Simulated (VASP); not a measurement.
# PtSe2 (Sudovikovite) (P-3m1) in VASP: further runs

Aim: see how the results for PtSe2 (Sudovikovite) move with the level of theory and the settings. Levels: r2SCAN+D4, r2SCAN, HSE06. Tasks: relaxation of cell and atoms, relaxation of the atoms, single point.

All numbers are computed with VASP 6.6.1; they aren't measurements. Logs are shortened: lines on timing, memory, paths and dates and some standing lists are left out, and cuts for length are marked.

## Step 1: The structure

Symmetry: P-3m1, No. 164, trigonal system. The conventional cell has a = 3.724 Å, b = 3.724 Å, c = 5.062 Å, α = 90.00°, β = 90.00°, γ = 120.00°. Pt (site symmetry -3m) has 6 Se at 2.49 Å as nearest neighbours. Around Se (site symmetry 3m) lie 3 Pt at 2.49 Å.

## Step 2: Relaxation of cell and atoms, r2SCAN+D4

INCAR reads:

```
SYSTEM = PtSe2
PREC = Accurate ; ENCUT = 600
EDIFF = 1E-6 ; ISMEAR = 0
SIGMA = 0.05 ; LREAL = .FALSE.
LASPH = .TRUE. ; NELM = 60
ALGO = Normal ; ISIF = 3
LWAVE = .FALSE. ; LCHARG = .FALSE.
METAGGA = R2SCAN ; LMIXTAU = .TRUE.
IVDW = 13 ; VDW_S6 = 1.0
VDW_S8 = 0.6018749 ; VDW_A1 = 0.51559235
VDW_A2 = 5.77342911 ; IBRION = 2
NSW = 60 ; EDIFFG = -0.01
```

KPOINTS reads:

```
Automatic mesh
0
G
  8 8 5
  0 0 0
```

POSCAR reads:

```
PtSe2
1.0
    3.7240000000      0.0000000000      0.0000000000
   -1.8620000000      3.2250786037      0.0000000000
    0.0000000000      0.0000000000      5.0620000000
Pt Se
1 2
Direct
    0.0000000000      0.0000000000      0.0000000000
    0.6666666667      0.3333333333      0.7500000000
    0.3333333333      0.6666666667      0.2500000000
```

Potentials or basis: VASP PAW PBE potentials, release 64 (Pt, Se).

The run is started by

```console
cat potpaw_PBE.64/Pt/POTCAR potpaw_PBE.64/Se/POTCAR > POTCAR
mpirun -np 1 vasp_std > vasp.out
```

OUTCAR:

```text
SYSTEM = PtSe2
   PREC = Accurate
   ENCUT = 600
   EDIFF = 1E-6
   ISMEAR = 0
   LREAL = .FALSE.
   LASPH = .TRUE.
   NELM = 60
   ISIF = 3
   METAGGA = R2SCAN
   IVDW = 13
   IBRION = 2
   NSW = 60
   EDIFFG = -0.01

 ion  position               nearest neighbor table
   1  0.000  0.000  0.000-   2 2.49   3 2.49   2 2.49   3 2.49   2 2.49   3 2.49
   2  0.667  0.333  0.750-   1 2.49   1 2.49   1 2.49
   3  0.333  0.667  0.250-   1 2.49   1 2.49   1 2.49

  LATTYP: Found a hexagonal cell.
 ALAT       =     3.7240000000
 C/A-ratio  =     1.3592910849

  Lattice vectors:

 A1 = (   3.7240000000,   0.0000000000,   0.0000000000)
 A2 = (  -1.8620000000,   3.2250786037,   0.0000000000)
 A3 = (   0.0000000000,   0.0000000000,   5.0620000000)

Analysis of symmetry for initial positions (statically):
=====================================================================
 Subroutine PRICEL returns:
 Original cell was already a primitive cell.

 Routine SETGRP: Setting up the symmetry group for a
 hexagonal supercell.

 Subroutine GETGRP returns: Found 12 space group operations
 (whereof 12 operations were pure point group operations)
 out of a pool of 24 trial point group operations.

The static configuration has the point symmetry D_3d.

Analysis of symmetry for dynamics (positions and initial velocities):
=====================================================================
 Subroutine PRICEL returns:
 Original cell was already a primitive cell.

 Routine SETGRP: Setting up the symmetry group for a
 hexagonal supercell.

 Subroutine GETGRP returns: Found 12 space group operations
 (whereof 12 operations were pure point group operations)
 out of a pool of 24 trial point group operations.

The dynamic configuration has the point symmetry D_3d.

 Subroutine INISYM returns: Found 12 space group operations
 (whereof 12 operations are pure point group operations),
 and found     1 'primitive' translations

----------------------------------------------------------------------------------------

                                     Primitive cell

  volume of cell :      60.7956

  direct lattice vectors                    reciprocal lattice vectors
     3.724000000  0.000000000  0.000000000     0.268528464  0.155034981  0.000000000
    -1.862000000  3.225078604  0.000000000     0.000000000  0.310069962  0.000000000
     0.000000000  0.000000000  5.062000000     0.000000000  0.000000000  0.197550375

  length of vectors
     3.724000000  3.724000000  5.062000000     0.310069962  0.310069962  0.197550375

  position of ions in fractional coordinates (direct lattice)
     0.000000000  0.000000000  0.000000000
     0.666666667  0.333333333  0.750000000
     0.333333333  0.666666667  0.250000000

  ion indices of the primitive-cell ions
   primitive index   ion index
                 1           1
                 2           2
                 3           3

----------------------------------------------------------------------------------------

 KPOINTS: Automatic mesh

Automatic generation of k-mesh.
 Grid dimensions read from file:
 generate k-points for:    8    8    5

 Generating k-lattice:

  Cartesian coordinates                     Fractional coordinates (reciprocal lattice)
     0.033566058  0.019379373  0.000000000     0.125000000  0.000000000  0.000000000
     0.000000000  0.038758745  0.000000000     0.000000000  0.125000000  0.000000000
     0.000000000  0.000000000  0.039510075     0.000000000  0.000000000  0.200000000

  Length of vectors
     0.038758745  0.038758745  0.039510075

  Shift w.r.t. Gamma in fractional coordinates (k-lattice)
     0.000000000  0.000000000  0.000000000

 Subroutine IBZKPT returns following result:
 ===========================================

 Found     40 irreducible k-points:

 Following reciprocal coordinates:
            Coordinates               Weight
  0.000000  0.000000  0.000000      1.000000
  0.125000 -0.000000  0.000000      6.000000
  0.250000 -0.000000  0.000000      6.000000
  0.375000  0.000000  0.000000      6.000000
  0.500000 -0.000000  0.000000      3.000000
  0.125000  0.125000  0.000000      6.000000
[... 16 lines left out ...]
 -0.125000  0.500000  0.200000     12.000000
  0.250000  0.250000  0.200000     12.000000
 [... further k-points ...]
   k-points           NKPTS =     40   k-points in BZ     NKDIM =     40   number of bands    NBANDS=     15
   number of dos      NEDOS =    301   number of ions     NIONS =      3
   total plane-waves  NPLWV =  36000
   dimension x,y,z NGX =    30 NGY =   30 NGZ =   40
   dimension x,y,z NGXF=    60 NGYF=   60 NGZF=   80
   ions per type =               1   2
   NGX,Y,Z   is equivalent  to a cutoff of  13.39, 13.39, 13.14 a.u.
   NGXF,Y,Z  is equivalent  to a cutoff of  26.79, 26.79, 26.27 a.u.
 SYSTEM =  PtSe2
   PREC   = accura    normal or accurate (medium, high low for compatibility)
   ISTART =      0    job   : 0-new  1-cont  2-samecut
   ICHARG =      2    charge: 1-file 2-atom 10-const
   ISPIN  =      1    spin polarized calculation?
   LNONCOLLINEAR =      F non collinear calculations
   LSORBIT =      F    spin-orbit coupling
   LASPH  =      T    aspherical Exc in radial PAW
   ENCUT  =  600.0 eV  44.10 Ry    6.64 a.u.   7.44  7.44 10.11*2*pi/ulx,y,z
   NELM   =     60;   NELMIN=  2; NELMDL= -5     # of ELM steps
   EDIFF  = 0.1E-05   stopping-criterion for ELM
   LREAL  =      F    real-space projection
   EDIFFG = -.1E-01   stopping-criterion for IOM
   NSW    =     60    number of steps for IOM
   IBRION =      2    ionic relax: 0-MD 1-quasi-New 2-CG
   NFREE  =      1    steps in history (QN), initial steepest desc. (CG)
   ISIF   =      3    stress and relaxation
   ISYM   =      2    0-nonsym 1-usesym 2-fastsym
   POTIM  = 0.5000    time-step for ionic-motion
   TEBEG  =    0.0;   TEEND  =   0.0 temperature during run
   PSTRESS=    0.0 pullay stress
   NELECT =      22.0000    total number of electrons
   NUPDOWN=      -1.0000    fix difference up-down
   EMIN   =  10.00;   EMAX   =-10.00  energy-range for DOS
   EFERMI =   0.00;   METHOD = LEGACY
   ISMEAR =     0;   SIGMA  =   0.05  broadening in eV -4-tet -1-fermi 0-gaus
   EFERMI_NEDOS =   21; number of points for ismear=-14 and -15
   IALGO  =     38    algorithm
   IMIX   =      4    mixing-type and parameters
     AMIX     =   0.40;   BMIX     =  1.00
     AMIX_MAG =   1.60;   BMIX_MAG =  1.00
  volume/ion in A,a.u.               =      20.27       136.76
  Fermi-wavevector in a.u.,A,eV,Ry     =   1.166608  2.204570 18.517184  1.360975
  Thomas-Fermi vector in A             =   2.303119
   LORBIT       =      0    0 simple, 1 ext, 2 COOP (PROOUT), +10 PAW based schemes
   METAGGA = R2SCAN    functional components
   LHFCALC =     F    Hartree Fock is set to
   AEXX    =    0.0000 exact exchange contribution
   IVDW    =    13    specifies the selected vdW correction
   LEPSILON=     F    determine dielectric tensor
   LRPA    =     F    only Hartree local field effects (RPA)
 conjugate gradient relaxation of ions
 non-spin polarized calculation
 Gauss-broadening in eV      SIGMA  =   0.05
  energy-cutoff  :      600.00
  volume of cell :       60.80
 maximum number of plane-waves:      2057
 NGX is ok and might be reduce to    30
   NGX = 15   NGY = 15   NGZ = 21

--------------------------------------- Ionic step        1  -------------------------------------------

 number of electron      22.0000000 magnetization

 Free energy of the ion-electron system (eV)
  ---------------------------------------------------
  ext. energy  EPLUGINS =         0.00000000
  ---------------------------------------------------
  free energy    TOTEN  =       -81.42552741 eV

  energy without entropy =      -81.42508202  energy(sigma->0) =      -81.42530471

------------------------ aborting loop because EDIFF is reached ----------------------------------------

  DFT-D4 for vdW energy calculation

  Edisp (eV):   -0.52493

  FORCE on cell =-STRESS in cart. coord.  units (eV):
  Direction    XX          YY          ZZ          XY          YZ          ZX
  --------------------------------------------------------------------------------------
  -------------------------------------------------------------------------------------
  Total       1.41752     1.41752     1.43899     0.00000    -0.00000     0.00000
  in kB      37.35675    37.35675    37.92231     0.00000    -0.00000     0.00000
  external pressure =       37.55 kB  Pullay stress =        0.00 kB
[... 100 lines left out ...]
  FREE ENERGIE OF THE ION-ELECTRON SYSTEM (eV)
  ---------------------------------------------------
  free  energy   TOTEN  =       -81.9702226617 eV

  energy  without entropy=      -81.9697766742  energy(sigma->0) =      -81.96999967

[... ionic steps 4 to 8 ...]

--------------------------------------- Ionic step        9  -------------------------------------------

 number of electron      22.0000002 magnetization

------------------------ aborting loop because EDIFF is reached ----------------------------------------

  DFT-D4 for vdW energy calculation

  Edisp (eV):   -0.49887
[... 71 lines left out ...]
  energy  without entropy=      -81.9765218668  energy(sigma->0) =      -81.97660256

--------------------------------------- Ionic step       11  -------------------------------------------

 number of electron      22.0000001 magnetization

 Free energy of the ion-electron system (eV)
  ---------------------------------------------------
  ext. energy  EPLUGINS =         0.00000000
  ---------------------------------------------------
  free energy    TOTEN  =       -81.47803550 eV

  energy without entropy =      -81.47792304  energy(sigma->0) =      -81.47797927

 E-fermi :   5.8041     XC(G=0): -10.9361

 val. band max:        5.7609497080   @ k =   0.0000   0.0000   0.0000
 cond. band min:       5.8920777011   @ k =  -0.1250   0.3750   0.2000
 fundamental gap:      0.1311279930
 Fermi energy:         5.8041496671

 k-point     1 :       0.0000    0.0000    0.0000
  band No.  band energies     occupation
      1     -10.3176      2.00000
      2      -7.7924      2.00000
      3      -1.5042      2.00000
      4      -0.8285      2.00000
      5      -0.8285      2.00000
      6       1.5346      2.00000
      7       1.5346      2.00000
      8       2.9287      2.00000
      9       4.5597      2.00000
     10       4.5597      2.00000
     11       5.7609      1.77825
     12       7.3129      0.00000
     13       7.3129      0.00000
     14      10.0185      0.00000
     15      10.2234      0.00000
[... 397 lines left out ...]
 k-point    24 :       0.2500    0.2500    0.2000
  band No.  band energies     occupation
      1      -8.7025      2.00000
      2      -8.2785      2.00000
      3      -1.1196      2.00000
      4      -0.5722      2.00000
      5      -0.1278      2.00000
      6       0.6014      2.00000
      7       0.8574      2.00000
      8       2.1278      2.00000
      9       2.4169      2.00000
     10       3.0623      2.00000
     11       4.0992      2.00000
     12       6.0992      0.00000
     13       7.0448      0.00000
     14      10.8746      0.00000
     15      13.2329      0.00000

 [... further k-points ...]

------------------------ aborting loop because EDIFF is reached ----------------------------------------

  DFT-D4 for vdW energy calculation

  Edisp (eV):   -0.49879

  FORCE on cell =-STRESS in cart. coord.  units (eV):
  Direction    XX          YY          ZZ          XY          YZ          ZX
  --------------------------------------------------------------------------------------
  -------------------------------------------------------------------------------------
  Total      -0.00685    -0.00685     0.02418     0.00000     0.00000     0.00000
  in kB      -0.17091    -0.17091     0.60354     0.00000     0.00000     0.00000
  external pressure =        0.09 kB  Pullay stress =        0.00 kB
[... 18 lines left out ...]
  FREE ENERGIE OF THE ION-ELECTRON SYSTEM (eV)
  ---------------------------------------------------
  free  energy   TOTEN  =       -81.9768283096 eV

  energy  without entropy=      -81.9767158495  energy(sigma->0) =      -81.97677208

 reached required accuracy - stopping structural energy minimisation
```

Run time: 14 min. Hardware: 1 thread of Intel Xeon Platinum 8488C (Sapphire Rapids), shared host; peak memory 0.25 GiB.

Results:

* Free energy: -81.9768 eV
* Relaxed volume: 21.40 Å³/atom
* Relaxed cell: a = 3.729 Å, b = 3.729 Å, c = 5.329 Å, α = 90.00°, β = 90.00°, γ = 120.00°
* Space group after relaxing (to 0.05 Å): P-3m1 (No. 164)
* Energy gained by relaxing: 8.8 meV/atom
* Ionic steps: 11
* Pressure after relaxing: 0.0 GPa
* Largest force after relaxing: 0.005 eV/Å
* Band gap on the k mesh: 0.13 eV, indirect (least direct gap 0.78 eV)
* Dispersion energy per atom: -0.166 eV

Forces on the atoms (eV/Å):
```
Pt   0.000  0.000  0.000
Se   0.000  0.000  0.005
Se   0.000  0.000 -0.005
```

Step by step:
| step | energy change (eV) | largest force (eV/Å) | pressure (GPa) | volume (Å³) |
| --- | --- | --- | --- | --- |
| 1 | 0.0000 | 0.3871 | 3.75 | 60.80 |
| 2 | 0.0378 | 0.5921 | -5.53 | 65.07 |
| 3 | -0.0198 | 0.0032 | -0.05 | 62.32 |
| 4 | -0.0198 | 0.0039 | 0.03 | 62.29 |
| 5 | -0.0211 | 0.0240 | 0.07 | 62.34 |
| 6 | -0.0223 | 0.0869 | 0.15 | 62.46 |
| 7 | -0.0233 | 0.0827 | 0.04 | 62.72 |
| 8 | -0.0247 | 0.0754 | -0.17 | 63.21 |
| 9 | -0.0257 | 0.0686 | -0.53 | 64.19 |
| 10 | -0.0262 | 0.0320 | -0.21 | 64.19 |
| 11 | -0.0264 | 0.0053 | 0.01 | 64.19 |

Final structure:
```
CELL_PARAMETERS angstrom
3.72947 0.00000 0.00000
-1.86473 3.22981 0.00000
0.00000 0.00000 5.32865
ATOMIC_POSITIONS crystal
Pt 0.00000 0.00000 0.00000
Se 0.66667 0.33333 0.75606
Se 0.33333 0.66667 0.24394
```

Caveat: the PAW data sets were made with another functional, which shifts forces and pressure a little; spin-orbit coupling is left out, which moves the levels of the heavy elements; an odd mesh through Γ misses points on the zone boundary, where band edges often lie.

## Step 3: Relaxation of the atoms, r2SCAN (atoms moved at random, drawn with an rms of 0.15 Å)

INCAR reads:

```
SYSTEM = PtSe2
PREC = Accurate
ENCUT = 520
EDIFF = 1E-6
ISMEAR = 0
SIGMA = 0.05
LREAL = .FALSE.
LASPH = .TRUE.
NELM = 100
ALGO = Normal
ISIF = 2
LWAVE = .FALSE.
LCHARG = .FALSE.
METAGGA = R2SCAN
LMIXTAU = .TRUE.
IBRION = 2
NSW = 60
EDIFFG = -0.02
```

KPOINTS is that of step 2.

POSCAR reads:

```
PtSe2
1.0
    3.7240000000      0.0000000000      0.0000000000
   -1.8620000000      3.2250786037      0.0000000000
    0.0000000000      0.0000000000      5.0620000000
Pt Se
1 2
Direct
    0.0293330000      0.0262570000      0.0118730000
    0.6593650000      0.3187400000      0.7388280000
    0.3360650000      0.6882050000      0.2320960000
```

Potentials or basis: VASP PAW PBE potentials, release 64 (Pt, Se).

The run is started by

```console
cat potpaw_PBE.64/Pt/POTCAR potpaw_PBE.64/Se/POTCAR > POTCAR
mpirun -np 1 vasp_std > vasp.out
```

It took 24 min on 1 thread of Intel Xeon Platinum 8488C (Sapphire Rapids), shared host; peak memory 0.3 GiB.

Results (log left out):

```yaml
Free_energy: -81.4360 eV
Energy_gained_by_relaxing: 100.8 meV/atom
Ionic_steps: 8
Pressure_after_relaxing: 3.1 GPa
Largest_force_after_relaxing: 0.016 eV/Å
Band_gap_on_the_k_mesh: none (metal or under the smearing width)
```

Forces on the atoms (eV/Å):
```
Pt   0.005 -0.006  0.008
Se   0.000  0.004  0.006
Se  -0.005  0.002 -0.015
```

Stress tensor (GPa, compression positive):
```
 3.24  0.01 -0.02
 0.01  3.23  0.00
-0.02  0.00  2.82
```

The path:
| step | energy change (eV) | largest force (eV/Å) | pressure (GPa) |
| --- | --- | --- | --- |
| 1 | 0.0000 | 2.8231 | 7.77 |
| 2 | -0.2711 | 0.7921 | 3.61 |
| 3 | -0.2791 | 0.6246 | 3.97 |
| 4 | -0.2975 | 0.2239 | 3.22 |
| 5 | -0.2985 | 0.2395 | 3.03 |
| 6 | -0.3016 | 0.0921 | 2.99 |
| 7 | -0.3021 | 0.0607 | 2.98 |
| 8 | -0.3023 | 0.0157 | 3.09 |

Final structure:
```xyz
3
Lattice="3.7240 0.0000 0.0000 -1.8620 3.2251 0.0000 0.0000 0.0000 5.0620" Properties=species:S:1:pos:R:3 pbc="T T T"
Pt    0.0099    0.0360    5.0327
Se    1.8719    1.1105    3.7379
Se    0.0105    2.1857    1.2664
```

Levels at points of the mesh, in eV from the Fermi level:
| k point | band 7 | band 8 | band 9 | band 10 | band 11 | band 12 | band 13 | band 14 | band 15 |
| --- | --- | --- | --- | --- | --- | --- | --- | --- | --- |
| (0.00, 0.00, 0.00) | -4.29 | -2.91 | -1.24 | -1.24 | 0.34 | 1.29 | 1.30 | 3.92 | 4.60 |
| (0.50, 0.00, 0.00) | -4.06 | -3.78 | -3.77 | -3.68 | -3.21 | 0.58 | 2.29 | 5.03 | 6.22 |
| (0.00, 0.50, 0.00) | -4.05 | -3.78 | -3.77 | -3.68 | -3.21 | 0.57 | 2.30 | 5.03 | 6.23 |
| (0.50, 0.50, 0.00) | -4.05 | -3.78 | -3.77 | -3.68 | -3.21 | 0.57 | 2.30 | 5.03 | 6.23 |

Caveat: the PAW data sets were made with another functional, which shifts forces and pressure a little. The run has no spin-orbit coupling, so splittings on Pt are missing.

[end of part 1 of 2]
